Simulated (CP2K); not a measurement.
# Pt (P-1) in CP2K: a series of runs

One crystal, Pt, is run at these levels: LDA, PBEsol, r2SCAN; tasks: band structure.

Everything below comes from runs of CP2K 2026.2. Logs are shortened: lines on timing, memory, paths and dates and some standing lists are left out, and cuts for length are marked.

**1. The structure**

The typed cell holds 1 atom: a = 2.743 Å, b = 2.761 Å, c = 2.721 Å, α = 109.34°, β = 109.59°, γ = 109.30°.

This isn't the form of Pt at room conditions, which is fcc.

**2. Band structure, LDA**

pt_bands.inp

```
&GLOBAL
  PROJECT pt_bands
  RUN_TYPE ENERGY_FORCE
  PRINT_LEVEL LOW
&END GLOBAL
&FORCE_EVAL
  METHOD QS
  STRESS_TENSOR ANALYTICAL
  &DFT
    BASIS_SET_FILE_NAME BASIS_MOLOPT_UZH
    POTENTIAL_FILE_NAME POTENTIAL_UZH
    &MGRID
      CUTOFF 675
      REL_CUTOFF 60
      NGRIDS 4
    &END MGRID
    &QS
      METHOD GPW
      EPS_DEFAULT 1.0E-9
    &END QS
    &KPOINTS
      SCHEME MONKHORST-PACK 12 12 12
      GAMMA_CENTERED T
      SYMMETRY T
      SYMMETRY_BACKEND SPGLIB
    &END KPOINTS
    &SCF
      SCF_GUESS ATOMIC
      EPS_SCF 1.0E-6
      MAX_SCF 100
      ADDED_MOS 11
      CHOLESKY OFF
      EPS_EIGVAL 1.0E-7
      &DIAGONALIZATION ON
        ALGORITHM STANDARD
      &END DIAGONALIZATION
      &MIXING ON
        METHOD BROYDEN_MIXING
        ALPHA 0.4
        BETA 1.5
        NBUFFER 8
      &END MIXING
      &SMEAR ON
        METHOD FERMI_DIRAC
        ELECTRONIC_TEMPERATURE [K] 580.226
      &END SMEAR
    &END SCF
    &XC
      &XC_FUNCTIONAL
        &LDA_X
        &END LDA_X
        &LDA_C_PW
        &END LDA_C_PW
      &END XC_FUNCTIONAL
    &END XC
    &PRINT
      &KPOINTS ON
      &END KPOINTS
      &MULLIKEN ON
      &END MULLIKEN
      &MO ON
        ENERGIES T
        OCCUPATION_NUMBERS T
        &EACH
          QS_SCF 0
        &END EACH
        ADD_LAST NUMERIC
      &END MO
      &BAND_STRUCTURE
        FILE_NAME bands.bs
        ADDED_MOS 4
        &KPOINT_SET
          UNITS B_VECTOR
          NPOINTS 8
          SPECIAL_POINT X 0.00000000 -0.50000000 0.50000000
          SPECIAL_POINT GAMMA 0.00000000 0.00000000 0.00000000
          SPECIAL_POINT Y 0.00000000 0.50000000 0.00000000
        &END KPOINT_SET
        &KPOINT_SET
          UNITS B_VECTOR
          NPOINTS 8
          SPECIAL_POINT L 0.00000000 0.00000000 0.50000000
          SPECIAL_POINT GAMMA 0.00000000 0.00000000 0.00000000
          SPECIAL_POINT Z -0.50000000 0.00000000 0.00000000
        &END KPOINT_SET
        &KPOINT_SET
          UNITS B_VECTOR
          NPOINTS 8
          SPECIAL_POINT N -0.50000000 -0.50000000 0.50000000
          SPECIAL_POINT GAMMA 0.00000000 0.00000000 0.00000000
          SPECIAL_POINT M -0.50000000 0.50000000 0.00000000
        &END KPOINT_SET
        &KPOINT_SET
          UNITS B_VECTOR
          NPOINTS 8
          SPECIAL_POINT R -0.50000000 0.00000000 0.50000000
          SPECIAL_POINT GAMMA 0.00000000 0.00000000 0.00000000
        &END KPOINT_SET
      &END BAND_STRUCTURE
    &END PRINT
  &END DFT
  &SUBSYS
    &CELL
      A 2.7434594584 0.0000000000 0.0000000000
      B -0.9128080294 2.6062325775 0.0000000000
      C -0.9120881841 -1.2738503288 2.2240903705
      PERIODIC XYZ
    &END CELL
    &COORD
      SCALED
      Pt  0.0000000000 0.0000000000 0.0000000000
    &END COORD
    &KIND Pt
      BASIS_SET TZVP-MOLOPT-PBE-GTH-q18
      POTENTIAL GTH-PBE-q18
    &END KIND
    &PRINT
      &ATOMIC_COORDINATES ON
      &END ATOMIC_COORDINATES
      &CELL ON
      &END CELL
      &SYMMETRY ON
      &END SYMMETRY
    &END PRINT
  &END SUBSYS
  &PRINT
    &FORCES ON
    &END FORCES
    &STRESS_TENSOR ON
    &END STRESS_TENSOR
  &END PRINT
&END FORCE_EVAL
```

Potentials or basis: POTENTIAL_UZH Pt GTH-PBE-q18; TZVP-MOLOPT-PBE-GTH basis.

Command:

```bash
$ OMP_NUM_THREADS=1 cp2k.psmp -i pt_bands.inp -o pt_bands.out
```

pt_bands.out:

```text

 CP2K| version string:                                       CP2K version 2026.2
 CP2K| Input file name                                              pt_bands.inp

 GLOBAL| Force Environment number                                              1
 GLOBAL| Basis set file name                                    BASIS_MOLOPT_UZH
 GLOBAL| Potential file name                                       POTENTIAL_UZH
 GLOBAL| MM Potential file name                                     MM_POTENTIAL
 GLOBAL| Coordinate file name                                      __STD_INPUT__
 GLOBAL| Method name                                                        CP2K
 GLOBAL| Project name                                                   pt_bands
 GLOBAL| Run type                                                   ENERGY_FORCE
 GLOBAL| FFT library                                                       FFTW3
 GLOBAL| Diagonalization library                                       ScaLAPACK
 GLOBAL| Cholesky decomposition library                                ScaLAPACK
 GLOBAL| DGEMM library                                                      BLAS
 GLOBAL| Direct generalized diagonalization requested                          F
 GLOBAL| Matrix multiplication library                                 ScaLAPACK
 GLOBAL| Global print level                                                  LOW
 GLOBAL| Total number of message passing processes                             1
 GLOBAL| Number of threads for this process                                    1
 GLOBAL| CPU model name                                                  UNKNOWN

 CELL| Volume [angstrom^3]:                                            15.902454
 CELL| Vector a [angstrom]:       2.743     0.000     0.000   |a| =     2.743459
 CELL| Vector b [angstrom]:      -0.913     2.606     0.000   |b| =     2.761461
 CELL| Vector c [angstrom]:      -0.912    -1.274     2.224   |c| =     2.720511
 CELL| Angle (b,c), alpha [degree]:                                   109.335331
 CELL| Angle (a,c), beta  [degree]:                                   109.588569
 CELL| Angle (a,b), gamma [degree]:                                   109.302318
 CELL| Numerically orthorhombic:                                              NO
 CELL| Periodicity                                                           XYZ

 CELL_REF| Volume [angstrom^3]:                                        15.902454
 CELL_REF| Vector a [angstrom     2.743     0.000     0.000   |a| =     2.743459
 CELL_REF| Vector b [angstrom    -0.913     2.606     0.000   |b| =     2.761461
 CELL_REF| Vector c [angstrom    -0.912    -1.274     2.224   |c| =     2.720511
 CELL_REF| Angle (b,c), alpha [degree]:                               109.335331
 CELL_REF| Angle (a,c), beta  [degree]:                               109.588569
 CELL_REF| Angle (a,b), gamma [degree]:                               109.302318
 CELL_REF| Numerically orthorhombic:                                          NO
 CELL_REF| Periodicity                                                       XYZ

[... 8 lines left out ...]
 TOTAL NUMBERS AND MAXIMUM NUMBERS

  Total number of            - Atomic kinds:                                   1
                             - Atoms:                                          1
                             - Shell sets:                                     1
                             - Shells:                                        11
                             - Primitive Cartesian functions:                  6
                             - Cartesian basis functions:                     41
                             - Spherical basis functions:                     35

  Maximum angular momentum of- Orbital basis functions:                        3
                             - Local part of the GTH pseudopotential:          2
                             - Non-local part of the GTH pseudopotential:      5

 MODULE QUICKSTEP: ATOMIC COORDINATES IN ANGSTROM

   Atom Kind Element         X             Y             Z       Z(eff)     Mass
      1    1 Pt   78      0.000000      0.000000      0.000000  18.0000 195.0840

 Crystal Symmetry Information
       International Symbol:                                                 P-1
       Point Group Symbol:                                                    -1
       Schoenflies Symbol:                                                  Ci^1
       Number of Symmetry Operations:                                          2

 SCF PARAMETERS         Density guess:                                    ATOMIC
                        --------------------------------------------------------
                        max_scf:                                             100
                        max_scf_history:                                       0
                        max_diis:                                              4
[... 5 lines left out ...]
                        --------------------------------------------------------
                        level_shift [a.u.]:                             0.000000
                        added MOs                                        11    0
[... 28 lines left out ...]
 BRILLOUIN|     5           0.00116       -0.41667       -0.41667       -0.08333
 BRILLOUIN|     6           0.00116       -0.41667       -0.41667        0.00000
[... 32 lines left out ...]
 BRILLOUIN|    39           0.00116       -0.41667       -0.16667       -0.25000
 BRILLOUIN|    40           0.00116       -0.41667       -0.16667       -0.16667
 [... further k-points ...]
 *******************************************************************************

 Extrapolation method: initial_guess

 Number of electrons:                                                         18
 Number of occupied orbitals:                                                  9
 Number of molecular orbitals:                                                20

 Number of orbital functions:                                                 35
 Number of independent orbital functions:                                     35

 SCF WAVEFUNCTION OPTIMIZATION

  Step     Update method      Time    Convergence         Total energy    Change
  ------------------------------------------------------------------------------
     1 NoMix/Diag. 0.40E+00   10.5     0.32502767      -120.2993551688 -1.20E+02
     2 Broy./Diag. 0.40E+00    8.4     0.15554691      -121.3812304466 -1.08E+00
     3 Broy./Diag. 0.40E+00    8.5     0.16736163      -120.5792198545  8.02E-01
     4 Broy./Diag. 0.40E+00    8.4     0.02637512      -120.0429444658  5.36E-01
     5 Broy./Diag. 0.40E+00    8.4     0.00194712      -120.0758812830 -3.29E-02
     6 Broy./Diag. 0.40E+00    8.4     0.00098684      -120.0584525326  1.74E-02
     7 Broy./Diag. 0.40E+00    8.4     0.00033557      -120.0575960184  8.57E-04
     8 Broy./Diag. 0.40E+00    8.5     0.00008670      -120.0568448295  7.51E-04
     9 Broy./Diag. 0.40E+00    8.4     0.00000784      -120.0570262735 -1.81E-04
    10 Broy./Diag. 0.40E+00    8.4     0.00000154      -120.0570020411  2.42E-05
    11 Broy./Diag. 0.40E+00    8.4     0.00000034      -120.0570088097 -6.77E-06

  *** SCF run converged in    11 steps ***

  Electronic density on regular grids:        -18.0000000142       -0.0000000142
  Core density on regular grids:               17.9999999893       -0.0000000107
  Total charge density on r-space grids:       -0.0000000249
  Total charge density g-space grids:          -0.0000000249

  Overlap energy of the core charge distribution:               0.00000000006043
  Self energy of the core charge distribution:               -182.71032952616147
  Core Hamiltonian energy:                                     40.43138584059658
  Hartree energy:                                              33.76251610862884
  Exchange-correlation energy:                                -11.54034687139962
  Electronic entropic energy:                                  -0.00023436131828
  Fermi energy:                                                 0.52958621977212

  Total energy:                                              -120.05700880970548
  Total energy (extrapolated to T->0):                       -120.05689162904633

 MO| EIGENVALUES AND OCCUPATION NUMBERS FOR K POINT 1
 MO|
 MO|  Index      Eigenvalue [a.u.]        Eigenvalue [eV]             Occupation
 MO|      1              -3.057600             -83.201515               2.000000
 MO|      2              -1.399060             -38.070347               2.000000
 MO|      3              -1.397932             -38.039655               2.000000
 MO|      4              -1.393545             -37.920297               2.000000
 MO|      5               0.340281               9.259516               2.000000
 MO|      6               0.341545               9.293916               2.000000
[... 350 lines left out ...]
 MO|     19               1.946353              52.962965               0.000000
 MO|     20               2.045614              55.663990               0.000000
 MO| Sum:                                                              17.998907
 MO| E(Fermi):            0.529586 a.u.         14.410774 eV

 [... the levels of further k-points ...]

 !-----------------------------------------------------------------------------!
                     Mulliken Population Analysis

 #  Atom  Element  Kind  Atomic population                           Net charge
       1     Pt       1         18.000000                             -0.000000
 # Total charge                             18.000000                 -0.000000

 !-----------------------------------------------------------------------------!

 KPOINTS| Band Structure Calculation
 KPOINTS| Number of k-point sets                                               4
 KPOINTS| Number of added MOs/bands                                            4
 KPOINTS| Number of k-points in set    1                                      17
 KPOINTS| In units of b-vector [2pi/Bohr]
 KPOINTS| Special point     1           X     0.000000    -0.500000     0.500000
 KPOINTS| Special point     2       GAMMA     0.000000     0.000000     0.000000
 KPOINTS| Special point     3           Y     0.000000     0.500000     0.000000
 KPOINTS| Number of k-points in set    2                                      17
 KPOINTS| In units of b-vector [2pi/Bohr]
 KPOINTS| Special point     1           L     0.000000     0.000000     0.500000
 KPOINTS| Special point     2       GAMMA     0.000000     0.000000     0.000000
 KPOINTS| Special point     3           Z    -0.500000     0.000000     0.000000
 KPOINTS| Number of k-points in set    3                                      17
 KPOINTS| In units of b-vector [2pi/Bohr]
 KPOINTS| Special point     1           N    -0.500000    -0.500000     0.500000
 KPOINTS| Special point     2       GAMMA     0.000000     0.000000     0.000000
 KPOINTS| Special point     3           M    -0.500000     0.500000     0.000000
 KPOINTS| Number of k-points in set    4                                       9
 KPOINTS| In units of b-vector [2pi/Bohr]
 KPOINTS| Special point     1           R    -0.500000     0.000000     0.500000
 KPOINTS| Special point     2       GAMMA     0.000000     0.000000     0.000000

 ENERGY| Total FORCE_EVAL ( QS ) energy [hartree]           -120.057008317266636

 FORCES| Atomic forces [hartree/bohr]
 FORCES|   Atom     x               y               z               |f|
 FORCES|      1 -2.53678906E-13 -1.35357070E-12 -2.31964664E-13   1.39653651E-12
 FORCES| Sum    -2.53678906E-13 -1.35357070E-12 -2.31964664E-13
 FORCES| Total atomic force                                       1.39653651E-12

 STRESS| Analytical stress tensor [bar]
 STRESS|                        x                   y                   z
 STRESS|      x       -1.49722274994E+05   1.24532934743E+04  -1.22378409561E+04
 STRESS|      y        1.24532934743E+04  -1.61483404277E+05  -1.29877263725E+04
 STRESS|      z       -1.22378409561E+04  -1.29877263725E+04  -1.37580817285E+05
 STRESS| 1/3 Trace                                            -1.49595498852E+05
 STRESS| Determinant                                          -3.25164740791E+15

 STRESS| Eigenvectors and eigenvalues of the analytical stress tensor [bar]
 STRESS|                        1                   2                   3
 STRESS| Eigenvalues  -1.70256423056E+05  -1.56476092342E+05  -1.22053981158E+05
 STRESS|      x          -0.421448744117      0.745029049203     -0.517022893039
 STRESS|      y           0.885805290790      0.216089436396     -0.410675470763
 STRESS|      z           0.194241969953      0.631060275506      0.751021295162
```

Wall time 1.8 min (1 thread of Arm Neoverse V2, shared host); peak memory 0.33 GiB.

Results:

- Free energy: -3266.9173 eV
- Pressure: -15.0 GPa
- Band gap on the k mesh: none (metal or under the smearing width)

Levels at the corners of the path, in eV from the Fermi level:
```tsv
point	band 6	band 7	band 8	band 9	band 10	band 11	band 12	band 13	band 14	band 15
X	-4.86	-1.09	-0.56	0.14	1.16	6.29	13.88	15.62	25.48	26.07
Γ	-3.56	-3.43	-3.31	-0.93	-0.83	18.74	18.97	19.11	27.05	27.40
Y	-4.86	-1.10	-0.52	-0.01	1.09	6.03	14.06	15.91	25.71	26.25
L	-4.88	-1.06	-0.57	0.21	1.20	6.40	13.76	15.47	25.31	26.07
Γ	-3.56	-3.43	-3.31	-0.93	-0.83	18.74	18.97	19.11	27.05	27.40
Z	-4.88	-1.06	-0.53	0.10	1.14	6.20	13.86	15.72	25.43	26.21
N	-6.00	0.52	0.61	0.74	7.36	7.50	7.69	12.68	19.13	19.35
Γ	-3.56	-3.43	-3.31	-0.93	-0.83	18.74	18.97	19.11	27.05	27.40
M	-4.94	-0.99	-0.48	0.08	1.12	6.17	13.84	15.63	25.33	26.46
R	-4.77	-1.19	-0.65	0.17	1.19	6.35	13.94	15.70	25.67	25.71
Γ	-3.56	-3.43	-3.31	-0.93	-0.83	18.74	18.97	19.11	27.05	27.40
```

Caveat: the potentials were made for another functional, which shifts forces and pressure; spin-orbit coupling is left out, which moves the levels of the heavy elements; the basis of atomic orbitals isn't converged, which shifts pressures, moduli and gaps.

**3. Band structure, PBEsol**

Edit pt_bands.inp of step 2 so:

```diff
@@ -49,6 +49,6 @@
       &XC_FUNCTIONAL
-        &LDA_X
-        &END LDA_X
-        &LDA_C_PW
-        &END LDA_C_PW
+        &GGA_X_PBE_SOL
+        &END GGA_X_PBE_SOL
+        &GGA_C_PBE_SOL
+        &END GGA_C_PBE_SOL
       &END XC_FUNCTIONAL
```

Potentials or basis: POTENTIAL_UZH Pt GTH-PBE-q18; TZVP-MOLOPT-PBE-GTH basis.

Command:

```bash
$ OMP_NUM_THREADS=1 cp2k.psmp -i pt_bands.inp -o pt_bands.out
```

Wall time 1.7 min (1 thread of Arm Neoverse V2, shared host); peak memory 0.33 GiB.

The run converged. Its results:

- Free energy: -3267.7431 eV
- Pressure: -10.8 GPa
- Band gap on the k mesh: none (metal or under the smearing width)

Stress tensor (GPa, compression positive):
```
-10.79   1.26  -1.24
  1.26 -12.03  -1.35
 -1.24  -1.35  -9.52
```

Levels at the corners of the path, in eV from the Fermi level:
```tsv
point	band 7	band 8	band 9	band 10	band 11	band 12	band 13	band 14
X	-1.09	-0.57	0.15	1.15	6.35	13.91	15.71	25.44
Γ	-3.41	-3.29	-0.94	-0.83	18.78	19.01	19.15	27.19
Y	-1.10	-0.53	-0.01	1.08	6.09	14.09	16.01	25.67
L	-1.06	-0.58	0.22	1.18	6.46	13.79	15.56	25.26
Γ	-3.41	-3.29	-0.94	-0.83	18.78	19.01	19.15	27.19
Z	-1.06	-0.54	0.10	1.13	6.26	13.89	15.81	25.38
N	0.51	0.60	0.73	7.40	7.54	7.74	12.86	19.01
Γ	-3.41	-3.29	-0.94	-0.83	18.78	19.01	19.15	27.19
M	-0.99	-0.49	0.09	1.11	6.23	13.87	15.72	25.29
R	-1.19	-0.66	0.17	1.18	6.41	13.97	15.79	25.62
Γ	-3.41	-3.29	-0.94	-0.83	18.78	19.01	19.15	27.19
```

Caveat: the potentials were made for another functional, which shifts forces and pressure; spin-orbit coupling is left out, which moves the levels of the heavy elements; the basis of atomic orbitals isn't converged, which shifts pressures, moduli and gaps.

(Continued in part 2 of 2.)
